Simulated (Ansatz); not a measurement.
# In2STe monolayer in a perpendicular field, part 2 of 2

What dipole does a perpendicular field induce in the In2STe monolayer, and does the gap follow? A positive field points along +c.

Ansatz 0.2.0; plane-wave DFT, PBE-D3(BJ), Ansatz PAW.

So far. Step 2 (Relaxation): The lattice constant a goes from 4.157 to 4.099 Å.

### Step 3. Single point, field 0

A sawtooth potential applies the field, turning back in the middle of the vacuum. With the dipole correction the typed value is the field outside the slab. The induced dipole is small, so the SCF threshold is tight.

The cell differs from the one that the last finished run ended in (c 41.038 → 23.375 Å).

Contents of input.yaml:

```yaml
crystal:
  lattice:
    - [4.0987875492, 0.0, 0.0]
    - [-2.0493937746, 3.5496541423, 0.0]
    - [0.0, 0.0, 23.3745500049]
  atoms:
    - { symbol: Te, position: [0.3333333333, 0.6666666667, 0.3850341503] }
    - { symbol: In, position: [0.0, 0.0, 0.4500624259] }
    - { symbol: In, position: [0.0, 0.0, 0.569588572] }
    - { symbol: S, position: [0.3333333333, 0.6666666667, 0.6149658497] }
kpoints:
  mp_grid: { grid: [12, 12, 1] }
  band_path:
    path: [[0, 0, 0], [0.5, 0, 0], [0.33333333, 0.33333333, 0], [0, 0, 0]]
    npoints: 16
hamiltonian:
  xc: pbe
  dispersion: d3bj
scf:
  occupations: { method: fermi_dirac, width: 0.02585 }
  convergence: { dr2_threshold: 1.0e-10 }
efield:
  axis: 3
  dipole_correction: true
  ramp_position: 0.97
  ramp_width: 0.06
  amplitude: 0
output:
  dos: { projected: true, e_range: [-6, 5] }
  write_potential: true
  write_density: true
  volumetric_format: npy
  elf: true
```

Launch:

```console
$ ansatz run input.yaml --threads 2 --pin off --max-ram 3072MiB --backend cpu --events-out ev --progress --plain --runs-dir out
```

Numbers of over 12 decimals in the logs are rounded to 6 here.

The log of the run:

```text
[...]
Crystal: 4 atoms, lattice volume = 340.083 Å³
Basis set: ecut = 420 eV, 6583 PW (Γ)
Bands: 29, of which v1, the nominal top of the filled ones, is band 24 counted from 1 (23 counted from 0)
Symmetry: 6 space group operations
[...]
k-points: 19 of 144 (time reversal used)
[...]
SCF iter   1: F=—  HF=-19080.169669 eV  |F-HF|=—  |Δ(HF+E_count)|=         —  Δρ=9.16e-4  dr2=6.22e-3  ethr=1.77e-3  p=-0.037 e·Å  D=-1.95e-2 V/Å  ΔV_dip=0.45 eV  dr2_dipole=6.81e-4  V_vac-E_F(+/−)=5.08/4.62 eV  ⟨swp⟩=8.9  Hψ=3031  notcnv=0
efield: sawtooth ramp at fractional position 0.9700 (set: `efield.ramp_position`, or a place that a band, a saddle search or an elastic batch's reference lends), width 0.0600; the density the first Hamiltonian is built on has a dipole p = -0.037 e·Å; the dipole correction subtracts the counter field D = -1.95e-2 V/Å, which shifts the + side's vacuum level by +0.45 eV against the − side's; the planar-averaged density in the ramp window peaks in size at 3.4e-6 e/Å³
[...]
SCF iter   2: F=—  HF=-19080.172209 eV  |F-HF|=—  |Δ(HF+E_count)|=   2.54e-3  Δρ=6.54e-4  dr2=1.16e-2  ethr=1.29e-5  p=-0.024 e·Å  D=-1.29e-2 V/Å  ΔV_dip=0.30 eV  dr2_dipole=4.55e-3  V_vac-E_F(+/−)=5.02/4.72 eV  ⟨swp⟩=2.9  Hψ=1272  notcnv=0  defer=18
[...]
SCF iter  10: F=-19080.171383 eV  HF=-19080.171383 eV  |F-HF|=4.00e-11  |Δ(HF+E_count)|=   2.25e-9  Δρ=1.33e-7  dr2=6.69e-11  ethr=1.00e-12  p=-0.040 e·Å  D=-2.13e-2 V/Å  ΔV_dip=0.50 eV  dr2_dipole=1.45e-13  V_vac-E_F(+/−)=5.14/4.64 eV  ⟨swp⟩=6.7  Hψ=2038  notcnv=0
SCF 1 converged in 10 iterations: F = -19080.171383 eV  dr2 = 6.69e-11
[...]
NSCF: frozen V_eff on 49 k-points
efield: sawtooth ramp at fractional position 0.9700 (kept from the solve that this one continues, or follows in the run), width 0.0600; the density the first Hamiltonian is built on has a dipole p = -0.040 e·Å; the dipole correction subtracts the counter field D = -2.13e-2 V/Å, which shifts the + side's vacuum level by +0.50 eV against the − side's; the planar-averaged density in the ramp window peaks in size at 2.3e-6 e/Å³
[...]
SCF converged after 10 iterations
Free energy (F): -19080.171383 eV
[...]
Internal energy: -19080.171383 eV  (E = F + TS)
E sigma→0 (E₀):  -19080.171383 eV
Fermi energy:    -0.539959 eV
Dipole field:    D = -0.021339 V/Å  (p = -0.040104 e·Å, saw-weighted, corrected)
Work function:   Φ+ = 5.1398 eV   Φ− = 4.6410 eV
Levels:          The Fermi level and band energies are counted from a zero that moves with the ramp; work functions are not
[...]
--- Band table (eV; the first three rows and the last of 19) ---
  k-point 0: bands = [... 20 lower, -2.7634, -1.6528, -0.9790, -0.9790, -0.1198, 1.7990, 3.2008, 3.2008, ... 1 higher]
  k-point 1: bands = [... 20 lower, -2.8292, -1.6268, -1.4785, -1.0918, 0.1844, 2.1575, 2.8681, 3.2882, ... 1 higher]
  k-point 2: bands = [... 20 lower, -2.9998, -2.4504, -1.5418, -1.3681, 0.6992, 1.9551, 2.9520, 3.4658, ... 1 higher]
  k-point 18: bands = [... 20 lower, -4.0492, -3.2266, -2.6251, -2.6163, 0.9613, 1.3564, 2.5988, 3.4436, ... 1 higher]
```

Wall time 5.7 s (2 threads of AMD EPYC 9R45, shared host); peak memory 0.74 GiB.

This step gave:

```yaml
dipole_along_the_normal: -0.04010 e·Å
gap_along_the_path: 0.8592 eV
smallest_direct_gap_along_the_path: 0.8592 eV
step_between_the_vacuum_levels: 0.4988 eV
ionisation_energy_upper_face: 5.579 eV
electron_affinity_upper_face: 4.720 eV
ionisation_energy_lower_face: 5.080 eV
gap_the_smaller_of_path_and_mesh: 0.8592 eV
```

Running mean over a fixed 2.8 Å (it still follows the layers) of the planar mean; the ramp of the sawtooth is left out. The electron's electrostatic potential energy less the Fermi level by z:

```csv
z (Å),electron's electrostatic potential energy less the Fermi level (eV)
3.0,4.64
3.5,4.64
4.0,4.64
4.5,4.64
5.0,4.64
5.5,4.62
6.0,4.57
6.5,4.35
7.0,3.58
7.5,2.65
8.0,1.80
8.5,0.168
9.0,-1.74
9.5,-3.35
10.0,-3.70
10.5,-3.51
11.0,-2.86
11.5,-2.24
12.0,-2.20
12.5,-2.68
13.0,-3.84
13.5,-4.82
14.0,-4.60
14.5,-2.99
15.0,-0.751
15.5,1.62
16.0,3.54
16.5,4.72
17.0,5.05
17.5,5.12
18.0,5.14
18.5,5.14
19.0,5.14
19.5,5.14
20.0,5.14
```

The density of states has structure finer than the step of the table below, so its rows give means over 0.25 eV, whole bins alone (the curve runs from -6 to 2.41 eV). Peaks (eV: height): -3.520: 7.00, -3.130: 7.08, -2.530: 9.80, -1.890: 6.87, -1.090: 5.49, 1.770: 4.94, 1.910: 6.82.

The density of states by energy, zero at the Fermi level of the run, which the smearing sets inside the gap; means over each step:

```csv
energy (eV),density of states (states/eV a cell)
-5.75,0.268
-5.50,2.43
-5.25,1.22
-5.00,0.875
-4.75,0.739
-4.50,0.642
-4.25,0.767
-4.00,1.50
-3.75,1.18
-3.50,3.68
-3.25,4.08
-3.00,3.37
-2.75,3.19
-2.50,5.41
-2.25,2.86
-2.00,2.63
-1.75,3.71
-1.50,2.52
-1.25,2.49
-1.00,2.63
-0.75,0.706
-0.50,0.303
-0.25,0
0.00,0
0.25,0
0.50,0.0758
0.75,0.226
1.00,0.866
1.25,2.02
1.50,3.44
1.75,3.18
2.00,3.51
2.25,1.13
```

Projected DOS per atom over height of the atomic layer and energy from the Fermi level. Layers: Te In In S from below.

Ten even steps from '0' (0.00 states/eV) to '9' (2.33 states/eV), each cell a mean:
```
0110
3432
2342
0121
0000
0000
0000
0000
2000
5213
6211
6211
7207
4118
3229
2225
0013
0001
0000
1100
3311
0100
```
Columns: height of the atomic layer (Å) from 9 to 14.4 (not evenly spaced); rows upwards: energy from the Fermi level (eV) from -5.96 to 2.41.

The electronic bands at the labelled points (eV, zero at the Fermi level of the run, which the smearing sets inside the gap):

```csv
point,band 21,band 22,band 23,band 24,band 25,band 26,band 27,band 28
Γ,-2.22,-1.11,-0.44,-0.44,0.42,2.34,3.74,3.74
halfway,-2.67,-2.55,-1.15,-1.07,1.45,1.96,3.50,3.99
M,-3.06,-2.42,-1.89,-1.68,0.97,1.53,2.95,3.47
halfway,-3.12,-2.70,-2.17,-1.90,1.41,1.95,3.19,3.57
K,-3.51,-2.69,-2.09,-2.08,1.50,1.90,3.14,3.98
halfway,-3.04,-2.52,-1.84,-1.10,1.82,2.29,3.31,3.76
Γ,-2.22,-1.11,-0.44,-0.44,0.42,2.34,3.74,3.74
```

Valence density in the ca plane at fractional y = 0.667, with atoms of Te and S within 0.2 Å of it. It is the smooth field of the valence electrons, not physical close to the nuclei.

Values in units of 1e0 e/Å³, 6 rows by 16 columns, each cell a mean:
```
0.0 0.0 0.0 0.1 0.2 0.1 0.1 0.2 0.1 0.0 0.0 0.0 0.0 0.0 0.0 0.0
0.0 0.0 0.1 0.2 0.2 0.1 0.1 0.2 0.1 0.0 0.0 0.0 0.0 0.0 0.0 0.0
0.0 0.0 0.4 1.0 0.3 0.1 0.0 0.2 0.6 0.3 0.0 0.0 0.0 0.0 0.0 0.0
0.0 0.1 2.2 8.9 0.4 0.0 0.0 0.3 0.8 0.7 0.0 0.0 0.0 0.0 0.0 0.0
0.0 0.1 1.5 5.9 0.4 0.0 0.0 0.3 0.9 0.6 0.0 0.0 0.0 0.0 0.0 0.0
0.0 0.0 0.2 0.5 0.2 0.1 0.1 0.2 0.4 0.2 0.0 0.0 0.0 0.0 0.0 0.0
```
Columns run along c (16.0 Å, from fractional 0.25 to 0.93 of the cell), rows up along a (4.1 Å). Atoms in or near the plane, at fractional coordinates: Te at (0.39, 0.33), S at (0.61, 0.33).

Electrostatic potential energy in the ca plane at fractional y = 0.667, with atoms of Te and S within 0.2 Å of it. With pseudopotentials it is smooth inside the atoms' cores, unlike the true potential.

Values in eV, 6 rows by 16 columns, each cell a mean:
```
  4   4   4   4   4   4   3   2  -2  -2   1  -3  -2   3   4   4
  4   4   4   4   4   4   3   1  -2  -2   1  -2  -1   3   4   4
  4   4   4   4   4   4  -3 -13  -5   1   2   1  -8  -4   4   5
  4   4   4   4   4   4  -9   3  -9   2   3   1 -20 -16   4   5
  4   4   4   4   4   4  -8  -2  -9   2   3   1 -18 -13   4   5
  4   4   4   4   4   4   0  -9  -2   1   2   0  -3   0   4   4
```
Columns run along c (16.0 Å, from fractional 0.08 to 0.76 of the cell; values clipped at the 3rd and 97th percentile), rows up along a (4.1 Å). Atoms in or near the plane, at fractional coordinates: Te at (0.39, 0.33), S at (0.61, 0.33).

ELF in the ca plane at fractional y = 0.667, with atoms of Te and S within 0.2 Å of it. It is the smooth field of the valence electrons, not physical close to the nuclei.

Ten even steps from '0' (0.00) to '9' (0.92), each cell a mean:
```
00000123333322234432222221100000000000000000
00000000112222234432221100000000000000000000
00000112333222234432212221000000000000000000
00013566666532222222234565421000000000000000
00246776556653211112368888764200000000000000
01357875324564200002588789986310000000000000
01468863001454200003686239997420000000000000
02468863001454200003786139997420000000000000
01368875223564200002688779986410000000000000
00246876555653211012468888864210000000000000
00023567666532222222235666531000000000000000
```
Columns run along c (16.0 Å, from fractional 0.25 to 0.93 of the cell), rows up along a (4.1 Å). Atoms in or near the plane, at fractional coordinates: Te at (0.39, 0.33), S at (0.61, 0.33).

The gap is 0.86 eV, with the valence edge 5.58 eV and the conduction edge 4.72 eV under the upper vacuum level. Spin-orbit coupling, left out in this run, matters for the bands of elements this heavy.

### Step 4. Atoms held, field 0.1 V/Å

input.yaml, as its differences from that of step 3:

```diff
@@ -26,5 +26,4 @@
   ramp_width: 0.06
-  amplitude: 0
+  amplitude: 0.1
 output:
-  dos: { projected: true, e_range: [-6, 5] }
   write_potential: true
@@ -32,2 +31 @@
   volumetric_format: npy
-  elf: true
```

The log of the run:

```text
[...]
Crystal: 4 atoms, lattice volume = 340.083 Å³
Basis set: ecut = 420 eV, 6583 PW (Γ)
Bands: 29, of which v1, the nominal top of the filled ones, is band 24 counted from 1 (23 counted from 0)
Symmetry: 6 space group operations
[...]
k-points: 19 of 144 (time reversal used)
[...]
k-point 0: bands = [... 20 lower, -2.7581, -1.6575, -1.0078, -1.0078, -0.1281, 1.7712, 3.1894, 3.1894, ... 1 higher]
  k-point 1: bands = [... 20 lower, -2.8239, -1.6443, -1.4979, -1.1205, 0.1781, 2.1297, 2.8504, 3.2768, ... 1 higher]
  k-point 2: bands = [... 20 lower, -2.9945, -2.4813, -1.5513, -1.3967, 0.6940, 1.9347, 2.9335, 3.4536, ... 1 higher]
  k-point 18: bands = [... 20 lower, -4.0761, -3.2246, -2.6503, -2.6293, 0.9429, 1.3411, 2.5822, 3.4305, ... 1 higher]
[key lines of the parts left out:]
SCF converged after 14 iterations
Free energy (F): -19080.170335 eV
Fermi energy:    -0.558492 eV
Dipole field:    D = 0.010197 V/Å  (p = 0.019164 e·Å, saw-weighted, corrected)
```

Run time: 6.3 s. Hardware: 2 threads; peak memory 0.67 GiB; 12 s of CPU time.

The dipole is 0.0192 e·Å, 0.0593 e·Å from its value without field, and the gap 0.880 eV.

### Step 5. Single point, field -0.1 V/Å

input.yaml, as its differences from that of step 4:

```diff
@@ -26,3 +26,3 @@
   ramp_width: 0.06
-  amplitude: 0.1
+  amplitude: -0.1
 output:
```

The log of the run:

```text
[...]
Crystal: 4 atoms, lattice volume = 340.083 Å³
Basis set: ecut = 420 eV, 6583 PW (Γ)
Bands: 29, of which v1, the nominal top of the filled ones, is band 24 counted from 1 (23 counted from 0)
Symmetry: 6 space group operations
[...]
k-points: 19 of 144 (time reversal used)
[...]
k-point 0: bands = [... 20 lower, -2.7698, -1.6495, -0.9512, -0.9512, -0.1126, 1.8250, 3.2109, 3.2109, ... 1 higher]
  k-point 1: bands = [... 20 lower, -2.8355, -1.6124, -1.4581, -1.0641, 0.1895, 2.1832, 2.8816, 3.2984, ... 1 higher]
  k-point 2: bands = [... 20 lower, -3.0060, -2.4206, -1.5334, -1.3404, 0.7031, 1.9736, 2.9662, 3.4768, ... 1 higher]
  k-point 18: bands = [... 20 lower, -4.0232, -3.2305, -2.6043, -2.5999, 0.9785, 1.3706, 2.6141, 3.4554, ... 1 higher]
[key lines of the parts left out:]
SCF converged after 14 iterations
Free energy (F): -19080.178355 eV
Fermi energy:    -0.522468 eV
Dipole field:    D = -0.052848 V/Å  (p = -0.099323 e·Å, saw-weighted, corrected)
```

The job ended after 6.3 s (2 threads; peak memory 0.66 GiB).

The dipole is -0.0993 e·Å, -0.0592 e·Å from its value without field, and the gap 0.839 eV.

### Step 6. Response, atoms held

This step: plane-wave DFT, PBE-D3(BJ), Ansatz PAW; response to a field along the normal, atoms held (Ansatz 0.2.0).

The dipoles give the slope, and the difference of two potentials shows where the field is screened.

This step gave:

```
equivalent conductor thickness p/(ε₀AE) : 7.368 Å
distance between the outer atoms        : 5.375 Å
```

The dipole of the cell by applied field:

```csv
applied field (V/Å),dipole of the cell (e·Å)
-0.1000,-0.0993
0.0000,-0.0401
0.1000,0.0192
```

Local field over the applied field, running mean. From the potentials at -0.1 and 0.1 V/Å; running mean over 2.5 Å. Table of local field over applied field by z:

z (Å), local field over applied field and a bar:
```
      4.5      0.997 ##############################
      5.0      0.992 ##############################
      5.5      0.979 #############################
      6.0      0.945 ############################
      6.5      0.871 ##########################
      7.0      0.741 ######################
      7.5      0.572 #################
      8.0      0.393 ###########
      8.5      0.226 ######
      9.0      0.099 ##
      9.5      0.042 
     10.0      0.040 
     10.5      0.051 
     11.0      0.065 #
     11.5      0.088 ##
     12.0      0.097 ##
     12.5      0.081 #
     13.0      0.074 #
     13.5      0.090 ##
     14.0      0.133 ###
     14.5      0.232 ######
     15.0      0.389 ###########
     15.5      0.563 ################
     16.0      0.729 ######################
     16.5      0.864 ##########################
     17.0      0.943 ############################
     17.5      0.979 #############################
     18.0      0.993 ##############################
     18.5      0.998 ##############################
     19.0      0.999 ##############################
```

Electrons, planar mean, per unit field. Induced electron density against z:

```csv
z (Å),induced electron density (e/Å³ per V/Å)
4.5,1.2e-5
5.0,3.5e-5
5.5,1.0e-4
6.0,2.7e-4
6.5,6.9e-4
7.0,0.00158
7.5,0.00294
8.0,0.00323
8.5,0.00137
9.0,7.2e-4
9.5,3.2e-4
10.0,-3.3e-4
10.5,-0.00110
11.0,-2.0e-4
11.5,6.9e-4
12.0,-1.8e-4
12.5,-5.7e-4
13.0,7.1e-4
13.5,4.8e-4
14.0,-8.1e-4
14.5,-0.00116
15.0,-0.00279
15.5,-0.00316
16.0,-0.00176
16.5,-7.3e-4
17.0,-2.7e-4
17.5,-9.5e-5
18.0,-3.1e-5
18.5,-9.9e-6
19.0,-3.0e-6
```

The smaller of the gaps on the path and on the k-mesh, counted as 0 under 0.03 eV. Table of gap by applied field:

```csv
applied field (V/Å),gap (eV)
-0.1000,0.839
0.0000,0.859
0.1000,0.880
```

By hand: between -0.1 and 0.1 V/Å the dipole changes by 0.1185 e·Å, a slope of 0.5924 e·Å²/V. A perfect conductor of thickness t has p = ε₀AEt, so t = 180.95 × 0.5924 / 14.549 = 7.37 Å (e/ε₀ = 180.95 V·Å, A in Å²).

The induced dipole is that of a conductor 7.37 Å thick.

### Step 7. What came out

| Quantity | Value |
| --- | --- |
| gap without field | 0.859 eV |
| ionisation energy, upper face | 5.58 eV |
| electron affinity, upper face | 4.72 eV |
| step between the vacuum levels | 0.499 eV |
| equivalent conductor thickness, atoms held | 7.37 Å |

In words: The induced dipole equals that of a perfect conductor 7.37 Å thick, while the outer atoms lie 5.37 Å apart; an out-of-plane ε follows only once a thickness t is chosen, by 1 − 1/ε = 7.37 Å / t. The two faces differ: the vacuum level above lies 0.50 eV higher than the one below. The gap goes from 0.86 eV to 0.84 eV at -0.1 V/Å. Semilocal functionals give gaps that are too small, and excitons are not included. Spin-orbit coupling is left out, which matters for the bands of elements this heavy.

[Logs are printed without paths, hosts, clocks, repeated set-up lines and the standing remarks that a program may print on its own settings, such as how far it seeks lower states.]

[Hosts, paths, dates, database ids (printed as entryN), source tags and the programs' standing remarks are cut or masked in the printed files.]

[Maps of the electrostatic potential energy from Ansatz leave out the sawtooth potential of an applied field or a dipole correction, so their vacuum need not be flat; planar profiles and work functions include it.]

[The density of states shown here was stored with 400 of the rows of the run's finer table, so its peaks can read low, often by over a quarter, or be missed, and its means over a window can be off by a tenth or more.]
